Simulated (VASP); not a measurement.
Set up this calculation in VASP 6.6.1, as the native input.

```
Task                   : relaxation of cell and atoms
Functional             : PBE
Dispersion             : D3(BJ)
Potentials or basis    : VASP PAW PBE potentials, release 64 (In_d, P)
Cutoff                 : 600 eV
k mesh                 : 10 × 10 × 10
Occupations            : gaussian, width 0.02 eV
Spin                   : no spin polarisation
Further INCAR settings : ALGO = Normal; EDIFF = 1e-07; IBRION = 2; EDIFFG = -0.005; NSW = 90; ISIF = 3
```

The structure of InP lies in POSCAR:

```
InP
1.0
    0.0000000000      2.9519763900      2.9519763900
    2.9519763900      0.0000000000      2.9519763900
    2.9519763900      2.9519763900      0.0000000000
In P
1 1
Direct
    0.0000000000      0.0000000000      0.0000000000
    0.7500000000      0.7500000000      0.7500000000
```

The cell is a database's computed one.

These files were run (other wordings do the same):

INCAR

```
SYSTEM = InP
PREC = Accurate
ENCUT = 600
EDIFF = 1E-7
ISMEAR = 0
SIGMA = 0.02
LREAL = .FALSE.
LASPH = .TRUE.
NELM = 100
ALGO = Normal
ISIF = 3
LWAVE = .FALSE.
LCHARG = .FALSE.
GGA = PE
IVDW = 12
IBRION = 2
NSW = 90
EDIFFG = -0.005
```

KPOINTS

```
Automatic mesh
0
G
  10 10 10
  0 0 0
```

Potentials or basis: VASP PAW PBE potentials, release 64 (In_d, P).

Command:

```sh
$ cat potpaw_PBE.64/In_d/POTCAR potpaw_PBE.64/P/POTCAR > POTCAR
$ mpirun -np 1 vasp_std > vasp.out
```

Results of the run:

```
Relaxed volume                         : 25.58 Å³/atom
Relaxed cell                           : a = 4.167 Å, b = 4.167 Å, c = 4.167 Å, α = 60.00°, β = 60.00°, γ = 60.00°
Space group after relaxing (to 0.05 Å) : F-43m (No. 216)
Energy gained by relaxing              : 0.2 meV/atom
Ionic steps                            : 3
Pressure after relaxing                : 0.0 GPa
Band gap on the k mesh                 : 0.62 eV, direct
Dispersion energy per atom             : -0.308 eV
```

Caveat: spin-orbit coupling is left out, which moves the levels of the heavy elements.

Run time: 71 s on 1 thread of Intel(R) Xeon(R) 6975P-C (Granite Rapids), on a shared host, peak memory 0.24 GiB.
